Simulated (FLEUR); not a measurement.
A run of FLEUR MaX-R8.1 (later development tree) is set up as follows.

File inp.xml:

```xml
<?xml version="1.0" encoding="UTF-8" standalone="no"?>
<fleurInput fleurInputVersion="0.39">
   <comment>
      Bi                                                                                                  
   </comment>
   <calculationSetup>
      <cutoffs Kmax="4.1" Gmax="12.7" GmaxXC="12.7" numbands="0"/>
      <scfLoop itmax="60" minDistance="0.00001" maxIterBroyd="15" imix="Anderson" alpha="0.05" precondParam="0.0" spinf="2.0" sdNocoIR="T"/>
      <coreElectrons ctail="T" frcor="F" kcrel="0" coretail_lmax="0"/>
      <xcFunctional name="PBEs" relativisticCorrections="F"/>
      <magnetism jspins="1"/>
      <soc l_soc="F" theta="0.0" phi="0.0" spav="F"/>
      <expertModes spex="0" secvar="F"/>
      <geometryOptimization l_f="F" forcealpha="1.0" forcemix="BFGS" epsdisp="0.00001" epsforce="0.00001"/>
      <ldaU l_linMix="F" mixParam="0.05" spinf="1.0"/>
   </calculationSetup>
   <cell>
      <bzIntegration valenceElectrons="21.0" mode="hist" fermiSmearingEnergy="0.00183747">
         <kPointListSelection listName="default-1"/>
         <!-- k-points included here -->
         <xi:include xmlns:xi="http://www.w3.org/2001/XInclude" href="kpts.xml"> </xi:include>
      </bzIntegration>
      <!-- symmetry operations included here -->
      <xi:include xmlns:xi="http://www.w3.org/2001/XInclude" href="sym.xml"> </xi:include>
      <bulkLattice scale="1.0">
         <bravaisMatrix>
            <row-1>   -3.8652294466381210     3.8652294466381210     3.8652294466381210</row-1>
            <row-2>    3.8652294466381210    -3.8652294466381210     3.8652294466381210</row-2>
            <row-3>    3.8652294466381210     3.8652294466381210    -3.8652294466381210</row-3>
         </bravaisMatrix>
      </bulkLattice>
   </cell>
   <atomSpecies>
      <species name="Bismuth (Bi)" element="Bi" atomicNumber="83">
         <mtSphere radius="2.66" gridPoints="879" logIncrement="0.015"/>
         <atomicCutoffs lmax="10" lnonsphr="10"/>
         <electronConfig flipSpins="F">
            <coreConfig>(1s1/2) (2s1/2) (2p1/2) (2p3/2) (3s1/2) (3p1/2) (3p3/2) (4s1/2) (3d3/2) (3d5/2) (4p1/2) (4p3/2) (5s1/2) (4d3/2) (4d5/2) (4f5/2) (4f7/2)</coreConfig>
            <valenceConfig>(5p1/2) (5p3/2) (6s1/2) (5d3/2) (5d5/2) (6p1/2) (6p3/2)</valenceConfig>
            <stateOccupation state="(6p1/2)" spinUp="0.500000" spinDown="0.500000"/>
            <stateOccupation state="(6p3/2)" spinUp="1.000000" spinDown="1.000000"/>
         </electronConfig>
         <energyParameters s="6" p="6" d="5" f="5"/>
         <lo type="SCLO" l="1" n="5" eDeriv="0"/>
         <lo type="SCLO" l="1" n="5" eDeriv="1"/>
         <lo type="SCLO" l="0" n="6" eDeriv="2"/>
         <lo type="SCLO" l="2" n="5" eDeriv="2"/>
         <lo type="SCLO" l="3" n="5" eDeriv="2"/>
      </species>
   </atomSpecies>
   <atomGroups>
      <atomGroup species="Bismuth (Bi)">
         <relPos label="                   1">.0000000000 .0000000000 .0000000000</relPos>
         <force calculate="T" relaxXYZ="TTT"/>
      </atomGroup>
   </atomGroups>
   <output dos="F" band="F" slice="F">
      <checks vchk="F" cdinf="F"/>
      <bandDOS minEnergy="-.5*Htr" maxEnergy="0.5*Htr" sigma="0.015" storeEVData="T"/>
      <vacuumDOS vacdos="F" integ="F" star="F" nstars="0" locx1="0.0" locy1="0.0" locx2="0.0" locy2="0.0" nstm="0" tworkf="0.0"/>
      <unfoldingBand unfoldBand="F" supercellX="1" supercellY="1" supercellZ="1"/>
      <plotting iplot="0" polar="F">
         <plot TwoD="T" vec1="  1.0  0.0  0.0" vec2="  0.0  1.0  0.0" vec3="  0.0  0.0  1.0" zero="  0.0  0.0  0.0" file="plot"/>
      </plotting>
      <chargeDensitySlicing numkpt="0" minEigenval="0.0" maxEigenval="0.0" nnne="0" pallst="F"/>
      <specialOutput eonly="F"/>
      <moessbauerParams electricFieldGradient="T" isomerShift="T" coreHyperfine="T" valenceHyperfine="T"/>
      <magneticCircularDichroism mcd="F" energyLo="-10.0" energyUp="0.0"/>
   </output>
  <!-- We include the file relax.xml here to enable relaxations (see documentation) -->
  <xi:include xmlns:xi="http://www.w3.org/2001/XInclude" href="relax.xml"> <xi:fallback/> </xi:include>
</fleurInput>
```

crystal.txt

```
Bi
&input cartesian=F /
-2.0453913381  2.0453913381  2.0453913381
2.0453913381  -2.0453913381  2.0453913381
2.0453913381  2.0453913381  -2.0453913381
1.8897261246
1.0 1.0 1.0

1
83 0.0000000000  0.0000000000  0.0000000000

&kpt div1=9 div2=9 div3=9 gamma=T /
```

Potentials or basis: all-electron, FLAPW.

Run with:

```sh
$ inpgen -f crystal.txt -profile fastHighL
$ # inp.xml edited to the form shown
$ fleur_MPI
```

What does it give for the band gap on the k mesh?

None (metal or under the smearing width).

Core levels (eV from the Fermi level):
| atom | levels |
| --- | --- |
| 1 Bi | 1s1/2 -90489.4, 2s1/2 -16241.1, 2p1/2 -15603.2, 2p3/2 -13284.1, 3s1/2 -3916.9, 3p1/2 -3628.9, 3p3/2 -3109.7, 4s1/2 -895.7, 3d3/2 -2638.5, 3d5/2 -2528.4, 4p1/2 -770.6, 4p3/2 -642.5, 5s1/2 -153.3, 4d3/2 -439.3, 4d5/2 -415.4, 4f5/2 -151.4, 4f7/2 -145.9 |

Caveat: spin-orbit coupling is left out, which moves the levels of the heavy elements.
